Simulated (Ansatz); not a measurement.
Crystal: TiO2.

```
Ti O
1.0
     5.58222    0.00000    0.00000
    -2.79111    4.83435    0.00000
     0.00000    0.00000    6.08247
Ti O
3 6
Cartesian
  2.6065 0.0000 2.0275
  -1.3033 2.2573 4.0550
  1.4878 2.5770 0.0000
  0.8672 4.1161 0.7339
  3.6583 0.7182 3.3210
  0.3400 2.0253 4.7889
  3.1311 2.8091 5.3485
  -1.2072 3.5273 2.7614
  1.5840 1.3071 1.2936
```

Measurements of this composition are mostly on another form, of space group No. 141.

| Property | Result |
| --- | --- |
| Program | Ansatz 0.2.0 |
| Task | relaxation of cell and atoms |
| Functional | r2SCAN |
| Potentials or basis | Ansatz PAW |
| Cutoff | 500 eV (not typed: the program's choice for these potentials) |
| k mesh | 6 × 6 × 5 |
| Occupations | fermi-dirac, width 0.05 eV |
| Spin | no spin polarisation |
| Hubbard terms | Ti d U = 6 eV |

At the start: volume 18.24 Å³/atom.

Problem. How do energy, volume and symmetry change on relaxing?

Solution. It ends after 4 steps and the volume is 18.60 Å³/atom (+2.0 %); space group P3_121 (No. 152, to 0.05 Å).

Step by step:
```tsv
step	energy change (eV)	largest force (eV/Å)	volume (Å³)
1	0.0000	0.1608	164.14
2	-0.0220	0.0480	166.40
3	-0.0241	0.0062	167.40
4	-0.0256	0.0061	167.40
```

Final structure:
```
CELL_PARAMETERS angstrom
5.61427 0.00000 0.00000
-2.80713 4.86210 0.00000
0.00000 0.00000 6.13267
ATOMIC_POSITIONS crystal
Ti 0.46564 0.00000 0.33333
Ti 0.00000 0.46564 0.66667
Ti 0.53436 0.53436 0.00000
O 0.57916 0.85170 0.12034
O 0.72746 0.14830 0.54633
O 0.27254 0.42084 0.78700
O 0.85170 0.57916 0.87966
O 0.14830 0.72746 0.45367
O 0.42084 0.27254 0.21300
```

Caveat: the plane-wave basis is chosen anew once the cell has moved, so the energies of steps on either side of that aren't comparable; the PAW data sets come from PBE, with cores solved anew for the run's functional, which leaves a small shift of forces and pressure.
